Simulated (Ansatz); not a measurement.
# HfN: density of states with PBEsol

The system is HfN.

```
Hf N
1.0
     0.00000    2.45482    2.45482
     2.45482    0.00000    2.45482
     2.45482    2.45482    0.00000
Hf N
1 1
Cartesian
  0.0000 0.0000 0.0000
  1.2274 1.2274 1.2274
```

The cell comes from a database or a generator and needn't be the stable form of this composition.

| Item | Value |
| --- | --- |
| Program | Ansatz 0.2.0 |
| Task | density of states |
| Functional | PBEsol |
| Potentials or basis | all-electron LAPW, scalar-relativistic |
| Cutoff | 392 eV (chosen from the basis error) |
| Basis error allowed | 0.001 eV/atom |
| k mesh | 9 × 9 × 9 |
| Occupations | fermi-dirac, width 0.05 eV |
| Spin | no spin polarisation |

```yaml
Pressure: -5.0 GPa
Band_gap_on_the_k_mesh: none (metal or under the smearing width)
```

Levels at points of the mesh, in eV from the Fermi level:
| k point | band 23 | band 24 | band 25 | band 26 | band 27 | band 28 | band 29 | band 30 |
| --- | --- | --- | --- | --- | --- | --- | --- | --- |
| (0.00, 0.00, 0.00) | -5.45 | -5.45 | -5.45 | -0.67 | 2.20 | 2.20 | 6.59 | 6.59 |

States per cell in windows of 1 eV (zero at the Fermi level; states under -8 eV left out):
```
from (eV)  total
     -8.0   0.00
     -7.0   1.18
     -6.0   1.99
     -5.0   2.38
     -4.0   0.45
     -3.0   0.00
     -2.0   0.27
     -1.0   0.73
      0.0   0.75
      1.0   1.69
      2.0   1.84
      3.0   0.72
      4.0   0.18
      5.0   2.47
      6.0   2.29
```

Run time: 41 s on 1 thread of Intel(R) Xeon(R) Processor @ 2.50GHz (Skylake/Cascade Lake) (shared host), peak memory 0.34 GiB.

Spin-orbit coupling is left out, which matters for the levels of Hf.
